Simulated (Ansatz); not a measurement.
# Is this SbS₄ stable against decomposition?

Method: DFT PBE, scalar-relativistic, plane waves, PAW (Ansatz 0.2.0). Settings: cutoff 420 eV, Γ-centred meshes spaced at most about 0.3 Å⁻¹, and about 0.25 Å⁻¹ or finer for metals (2π included), Gaussian smearing. No spin polarisation.

Formation energies are uncorrected and refer to the elements' standard structures at the same level.

All energies are static (0 K, no zero-point motion). No dispersion correction is applied, so the spacing and binding between layers, chains or molecules are poorly described (SbS4 P-43m, Sb2S3 Pnma). Spin–orbit coupling, which can matter for Sb, is left out. In SbS4 P-43m an odd number of electrons in the primitive cell allows no gap without spin; a larger cell or a magnetic state could open one. The reference form of S is held partly by dispersion forces, which this level lacks.

The competitors are the elements and 1 reference phase of this chemical system (from databases or known types: Sb2S3), relaxed at the same level; other known phases may be missing.

The candidate was reached from: SnI4 type (P-43m).

```cif
data_structure
_symmetry_space_group_name_H-M 'P 1'
_symmetry_Int_Tables_number 1
_cell_length_a 4.8506
_cell_length_b 4.8506
_cell_length_c 4.8506
_cell_angle_alpha 90.000
_cell_angle_beta 90.000
_cell_angle_gamma 90.000
_cell_volume 114.13
loop_
_atom_site_label
_atom_site_type_symbol
_atom_site_fract_x
_atom_site_fract_y
_atom_site_fract_z
_atom_site_occupancy
Sb1 Sb 0.00000 0.00000 0.00000 1
S1 S 0.28598 0.28598 0.28598 1
S2 S 0.71402 0.71402 0.28598 1
S3 S 0.28598 0.71402 0.71402 1
S4 S 0.71402 0.28598 0.71402 1
```

The lowest competing mixture at this composition:

```
phase    space group             source  share of atoms  ΔE_f (eV/atom)
    S              -            element          0.5000         -0.0011
Sb2S3  Pnma (No. 62)  Materials Project          0.5000          -0.266
```

The lowest database cell of S (-0.0011) lies slightly below the reference, hence the non-zero entry.

**Question.** What are the hull's energy here, the candidate's formation energy and its margin?

**Answer.** The hull lies at -0.134 eV/atom, the weighted sum of the last column. The candidate has 0.662 eV/atom, which is 0.80 eV/atom above it. The candidate matches no cell in the subsets of the Crystallography Open Database and the Materials Project at hand. The margin is far too high for a likely synthesis.
